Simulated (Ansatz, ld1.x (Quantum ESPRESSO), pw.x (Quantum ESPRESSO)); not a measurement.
Equation-of-state test of one PAW potential (sulfur (S))

S (Z = 16), PAW, made with ld1.x (Quantum ESPRESSO) 7.5 (PBE, scalar-relativistic). Core [Ne], reference 3s1.75 3p4.25. Waves: 3s (bound): rcut 1.15, rcutus 1.45 bohr; 3s channel at 0.05 Ry: rcut 1.15, rcutus 1.45 bohr; 3p (bound): rcut 1.45, rcutus 1.75 bohr; 3p channel at 1.45 Ry: rcut 1.45, rcutus 1.75 bohr. Local part: all-electron potential smoothed inside 1.30 bohr (lloc = -1). Core correction: Bessel-smoothed model core, default radius (core density twice the valence density). Augmentation charge: PSQ, inside the norm-conserving radii.

Crystal test: bcc S in pw.x 7.5, no spin, 15³ k-points, Fermi–Dirac smearing 0.01 Ry, cutoffs 40/320 Ry. The reference is all-electron LAPW (Ansatz 0.2.0) with the same functional, mesh and smearing; V0 and B0 come from Birch–Murnaghan fits to the pressures at five volumes. Errors are pseudo minus all-electron; Δ is the rms difference of the E(V) curves that follow from these fits, minima aligned, over ±6 % about the mean V0. Mesh and smearing are coarse, so the numbers serve the comparison and aren't converged zero-temperature values; the lattice is a test structure that the element need not adopt.

| V (Å³/atom) | P all-electron (GPa) | P pseudo (GPa) |
| --- | --- | --- |
| 14.895 | 5.71 | 9.10 |
| 15.287 | 3.14 | 6.20 |
| 15.679 | 0.88 | 3.64 |
| 16.071 | -1.10 | 1.39 |
| 16.463 | -2.84 | -0.58 |

All-electron: a0 = 3.165 Å (V0 = 15.85 Å³/atom), B0 = 80.8 GPa.

Pseudopotential: mean pressure error (GPa): +2.79; a0 (Å): 3.197; a0 error (%): +1.03; B0 error (%): -0.5; Δ (meV/atom): 8.8. This is a poor potential for the solid.

At the middle volume, how do free energy and pressure move when the wave cutoff is lowered (ecutrho held at 320 Ry)?

| cutoff (Ry) | shift of F (meV/atom) | shift of P (GPa) |
| --- | --- | --- |
| 18 | +118.7 | -4.30 |
| 24 | +22.5 | -0.51 |
| 32 | +5.4 | -0.09 |

Input at the middle volume:

```
&control
  calculation='scf', prefix='x', pseudo_dir='./', outdir='./tmp', tstress=.true., disk_io='low'
/
&system
  ibrav=0, nat=1, ntyp=1, ecutwfc=40, ecutrho=320, nbnd=10,
  occupations='smearing', smearing='fd', degauss=0.01
/
&electrons
  conv_thr=1e-09, mixing_beta=0.4, electron_maxstep=70
/
ATOMIC_SPECIES
S 1.0 S.UPF
CELL_PARAMETERS angstrom
  -1.57671351 1.57671351 1.57671351
  1.57671351 -1.57671351 1.57671351
  1.57671351 1.57671351 -1.57671351
ATOMIC_POSITIONS crystal
S 0.0000 0.0000 0.0000
K_POINTS automatic
15 15 15 0 0 0
```

```bash
pw.x < S.scf.in > S.scf.out
```

Lines of the output:

```
Message from routine setup:
     using ibrav=0 with symmetry is DISCOURAGED, use correct ibrav instead
     lattice parameter (alat)  =       5.1607  a.u.
     unit-cell volume          =     105.8071 (a.u.)^3
     number of electrons       =         6.00
     number of Kohn-Sham states=           10
     kinetic-energy cutoff     =      40.0000  Ry
     charge density cutoff     =     320.0000  Ry
     scf convergence threshold =      1.0E-09
     Exchange-correlation= SLA  PW   PBX  PBC
     number of k points=   120  Fermi-Dirac smearing, width (Ry)=  0.0100
     iteration #  1     ecut=    40.00 Ry     beta= 0.40
     total energy              =     -66.20598075 Ry
     estimated scf accuracy    <       0.00052608 Ry
     iteration #  2     ecut=    40.00 Ry     beta= 0.40
     total energy              =     -66.20610162 Ry
     estimated scf accuracy    <       0.00020012 Ry
     iteration #  3     ecut=    40.00 Ry     beta= 0.40
     total energy              =     -66.20610898 Ry
     estimated scf accuracy    <       0.00000009 Ry
     iteration #  4     ecut=    40.00 Ry     beta= 0.40
     total energy              =     -66.20610905 Ry
     estimated scf accuracy    <          3.6E-09 Ry
     iteration #  5     ecut=    40.00 Ry     beta= 0.40
     total energy              =     -66.20610905 Ry
     estimated scf accuracy    <          1.3E-09 Ry
     iteration #  6     ecut=    40.00 Ry     beta= 0.40
     the Fermi energy is     9.3345 ev
!    total energy              =     -66.20610905 Ry
     estimated scf accuracy    <          2.9E-12 Ry
     smearing contrib. (-TS)   =      -0.00363220 Ry
     The total energy is F=E-TS. E is the sum of the following terms:
     one-electron contribution =       5.96487321 Ry
     hartree contribution      =       0.95793208 Ry
     xc contribution           =     -15.58939912 Ry
     ewald contribution        =     -21.98521742 Ry
     one-center paw contrib.   =     -35.55066561 Ry
     convergence has been achieved in   6 iterations
          total   stress  (Ry/bohr**3)                   (kbar)     P=       36.35
```

The run at the middle volume (120 k-points, 6 iterations) took about 12 s on one core of a shared host (Neoverse-N1, 64 threads, 498 GiB, load 38).
